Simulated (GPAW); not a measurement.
Ni:

```
CELL_PARAMETERS angstrom
-1.38372 1.38372 1.38372
1.38372 -1.38372 1.38372
1.38372 1.38372 -1.38372
ATOMIC_POSITIONS crystal
Ni 0.00000 0.00000 0.00000
```

This isn't the form of Ni at room conditions, which is fcc.

Base run:

| Item | Value |
| --- | --- |
| Program | GPAW 26.7.0 |
| Functional | r2SCAN |
| Potentials or basis | GPAW PAW data sets (gpaw-data 1.2.1) |
| Cutoff | 600 eV |
| Basis | pw |
| k mesh | 13 × 13 × 13 |
| Occupations | fermi-dirac, width 0.05 eV |
| Spin | collinear spin, ferromagnetic start |
| Starting moments | [1.0] μB |
| Hubbard terms | Ni d U = 8 eV |

Its results: band gap on the k mesh none (metal or under the smearing width); pressure 8.1 GPa; net moment 0.92 μB per cell; site moments Ni +1.05 μB.

Q: The run is repeated on the same cell with these changes: hubbard terms from Ni d U = 8 eV to none. What comes out?

A: Band gap on the k mesh none (metal or under the smearing width); pressure 4.0 GPa; net moment 0.65 μB per cell; site moments Ni +0.71 μB.

Caveats: the stock nickel data set gives pressures a few GPa off other programs; the PAW data sets were made with another functional, which shifts forces and pressure a little; the U is typed as a test and isn't derived for this compound (some runs).

Not every run made on this cell is shown here.
